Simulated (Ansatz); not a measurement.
I need a comparison of functionals at one structure of KNbO3, space group P4mm. Use Ansatz's Python interface. Settings (first run): r2SCAN, PAW, cutoff 470 eV, 6×6×6 k-points, Fermi-Dirac smearing of 0.05 eV. The script varies functional: r2scan, rpbe, pbesol, blyp.

```
K Nb O
1.0
     3.99600    0.00000    0.00000
     0.00000    3.99600    0.00000
     0.00000    0.00000    4.06300
K Nb O
1 1 3
Direct
  0.00000 0.00000 0.01800
  0.50000 0.50000 0.50000
  0.50000 0.50000 0.04400
  0.50000 0.00000 0.54000
  0.00000 0.50000 0.54000
```

Script `knbo3.py`:
```python
"""One structure of KNbO3 under several functionals."""

import logging
import sys

import ansatz as az
import pandas as pd

logging.basicConfig(stream=sys.stdout, format="[%(levelname)s] %(message)s")
logger = logging.getLogger("ansatz_job")
logger.setLevel(logging.INFO)


def main() -> None:
    cell = (
        az.Lattice.from_parameters(3.996, 3.996, 4.063, alpha=90, beta=90, gamma=90)
        .space_group(99, hermann_mauguin="P4mm")
        .atom("K", (0.0, 0.0, 0.018))
        .atom("Nb", (0.5, 0.5, 0.5))
        .atom("O", (0.5, 0.5, 0.044))
        .atom("O", (0.5, 0.0, 0.54))
    )

    base = (
        cell.calculation()
        .pseudopotentials("paw")
        .basis(470)
        .kpoints(6)
        .occupations(az.OccupationsMethod.FERMI_DIRAC, width=0.05)
    )

    rows = []
    for value in ["r2scan", "rpbe", "pbesol", "blyp"]:
        data = base.functional(value).run(threads=1).report
        rows.append((value, data["free_energy_ev"] / len(data["lattice"]["sites"]), data["n_iterations"], data["n_kpoints"]))

    table = pd.DataFrame(rows, columns=["functional", "F/atom (eV)", "iterations", "k-points"])
    print(table.round(5).to_string(index=False))


if __name__ == "__main__":
    main()
```

```console
$ python knbo3.py
DeckWarning: basis.ecutwfc = 470 eV is below the records' recommended 500 eV, and the density's cutoff is lower with it unless basis.ecutrho_ratio is high enough to keep the records' density cutoff: compare with a run at a higher cutoff
functional  F/atom (eV)  iterations  k-points
    r2scan  -1563.58559           8        40
      rpbe  -1562.75164           8        40
    pbesol  -1539.86642           8        40
      blyp  -1564.49594           7        40
```
(Warnings from the package without file and line.)

Reading the output:
- The cutoff lies under the one recommended for these potentials in some of the runs.
- Spin is left out of this run.
- The starting cell is as deposited in a crystallographic database; the results hold for this polymorph, which needn't be the stable one.
- Total energies of different functionals can't be compared; pressures, moments and gaps at this one structure can.
- Timing: 34 s on 1 thread of Arm Neoverse V1 (shared host), peak memory 0.56 GiB.
